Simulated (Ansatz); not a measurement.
# HfO2: the cost of one run

Computed with Ansatz 0.2.0 (DFT PBEsol, scalar-relativistic, plane waves, PAW, unless a step's input says otherwise).

## Step 1: The system as given

Symmetry: Pca2_1, No. 29, orthorhombic system. Conventional cell: a = 5.219 Å, b = 5.005 Å, c = 5.033 Å, α = 90.00°, β = 90.00°, γ = 90.00°. Hf (site symmetry 1) has 7 O at 2.02 to 2.23 Å as nearest neighbours. Around O (site symmetry 1) lie 3 Hf at 2.02 to 2.13 Å. Around O (site symmetry 1) lie 4 Hf at 2.11 to 2.23 Å.

Structure file:

```xyz
12
Lattice="5.2195 0.0000 0.0000 0.0000 5.0048 0.0000 0.0000 0.0000 5.0327" Properties=species:S:1:pos:R:3 pbc="T T T"
Hf    0.1723    1.3387    1.2151
Hf    2.4375    1.3387    3.7314
Hf    2.7820    3.6661    1.2151
Hf    5.0472    3.6661    3.7314
O     1.9201    0.3571    1.9087
O     0.6896    0.3571    4.4251
O     3.8308    2.3028    2.4776
O     3.9984    2.3028    4.9939
O     1.3886    2.7020    4.9939
O     1.2211    2.7020    2.4776
O     4.5298    4.6477    1.9087
O     3.2994    4.6477    4.4251
```

The structure rests on an entry of the Materials Project (structure only); cell or positions may have been set otherwise for this series.

## Step 2: Relaxing cell and atoms: HfO2, no spin

input.yaml reads:

```yaml
crystal:
  lattice:
    - [5.21946336, 0.0, 0.0]
    - [0.0, 5.00476369, 0.0]
    - [0.0, 0.0, 5.03268505]
  atoms:
    - { symbol: Hf, position: [0.033006, 0.26747918, 0.24144035] }
    - { symbol: Hf, position: [0.466994, 0.26747918, 0.74144035] }
    - { symbol: Hf, position: [0.533006, 0.73252082, 0.24144035] }
    - { symbol: Hf, position: [0.966994, 0.73252082, 0.74144035] }
    - { symbol: O, position: [0.36787255, 0.0713546, 0.37926726] }
    - { symbol: O, position: [0.13212745, 0.0713546, 0.87926726] }
    - { symbol: O, position: [0.73394852, 0.46011695, 0.49229239] }
    - { symbol: O, position: [0.76605148, 0.46011695, 0.99229239] }
    - { symbol: O, position: [0.26605148, 0.53988305, 0.99229239] }
    - { symbol: O, position: [0.23394852, 0.53988305, 0.49229239] }
    - { symbol: O, position: [0.86787255, 0.9286454, 0.37926726] }
    - { symbol: O, position: [0.63212745, 0.9286454, 0.87926726] }
scf:
  occupations: { method: fixed }
output:
  forces: true
  stress: true
  eigenvalues: true
hamiltonian:
  xc: pbesol
kpoints:
  mp_grid: { grid: [4, 4, 4] }
relax:
  f_tol: 0.003
  cell: { stress_tol: 0.03 }
```

On the command line:

```bash
$ ansatz run input.yaml --threads 8 --pin off --max-ram 16384MiB --backend cpu --events-out ev --progress --plain --runs-dir out
```

What time and memory should one allow on 8 threads of AMD EPYC 9R45 (Zen 5), shared host?

About 11 s, with a peak of 1 GiB.
